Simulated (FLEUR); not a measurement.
The system is PbSe (Clausthalite).

```xyz
2
Lattice="0.0000 3.0606 3.0606 3.0606 0.0000 3.0606 3.0606 3.0606 0.0000" Properties=species:S:1:pos:R:3 pbc="T T T"
Pb    0.0000    0.0000    0.0000
Se    3.0606    3.0606    3.0606
```

Base run:

| Property | Result |
| --- | --- |
| Program | FLEUR MaX-R8.1 (later development tree) |
| Functional | LDA |
| Potentials or basis | all-electron |
| Basis | FLAPW |
| Kmax | 4.1 1/bohr |
| k mesh | 8 × 8 × 8 |
| Occupations | fermi-dirac, width 0.05 eV |
| Spin | no spin polarisation |

Its results: band gap on the k mesh 0.19 eV, direct.

Task: The run is repeated on the same cell with these changes: functional from LDA to AM05. What comes out?

Result: Band gap on the k mesh 0.26 eV, direct.

Caveats: spin-orbit coupling is left out, which as a rule narrows the gap of such compounds by several tenths of an eV.

Not every run made on this cell is shown here.
